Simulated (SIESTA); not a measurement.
Here is a SIESTA 5.4.2 calculation.

File SrO.fdf:

```
SystemName                      SrO
SystemLabel                     SrO
NumberOfSpecies                 2
NumberOfAtoms                   2
%block ChemicalSpeciesLabel
  1  38 Sr
  2   8 O
%endblock ChemicalSpeciesLabel
%include structure.fdf

%block kgrid.MonkhorstPack
    9   0   0  0.0
    0   9   0  0.0
    0   0   9  0.0
%endblock kgrid.MonkhorstPack
XC.Functional                   GGA
XC.Authors                      PBE
PAO.BasisSize                   DZP
PAO.EnergyShift                 0.003 Ry
Mesh.Cutoff                     800 Ry
OccupationFunction              FD
ElectronicTemperature           0.05 eV
MaxSCFIterations                120
SCF.MustConverge                false
SCF.Mixer.Method                Pulay
SCF.Mixer.Weight                0.25
SCF.Mixer.History               8
SCF.DM.Tolerance                5.0e-05
SCF.H.Tolerance                 1.0e-03 eV
WriteForces                     true
Charge.Mulliken                 end
%block PAO.Basis
  Sr 5
  n=4 0 2
    3.897 0.000
  n=5 0 2
    9.500 0.000
  n=4 1 2
    4.631 0.000
  n=5 1 1
    9.500
  n=4 2 1
    7.000
%endblock PAO.Basis
```

Contents of structure.fdf:

```
LatticeConstant                 1.0 Ang
%block LatticeVectors
     0.0000000000     2.5663000000     2.5663000000
     2.5663000000     0.0000000000     2.5663000000
     2.5663000000     2.5663000000     0.0000000000
%endblock LatticeVectors
AtomicCoordinatesFormat         Fractional
%block AtomicCoordinatesAndAtomicSpecies
     0.5000000000     0.5000000000     0.5000000000  1  Sr
     0.0000000000     0.0000000000     0.0000000000  2  O
%endblock AtomicCoordinatesAndAtomicSpecies
```

Potentials or basis: PseudoDojo 0.4 standard (PBE files), DZP (energy shift 0.003 Ry; two zetas on semicore shells; d shell added on Sr).

Launch:

```sh
$ siesta < SrO.fdf > SrO.out 2>&1
```

Task: Predict the band gap on the k mesh.

Result: 3.31 eV, indirect (least direct gap 3.41 eV).

Task: What does it give for the pressure?

Result: 4.1 GPa.

Caveat: an odd mesh through Γ misses points on the zone boundary, where band edges often lie; the basis of atomic orbitals isn't converged, which shifts pressures, moduli and gaps. Expect the measured gap to be larger: semilocal functionals such as PBE lack the derivative discontinuity.
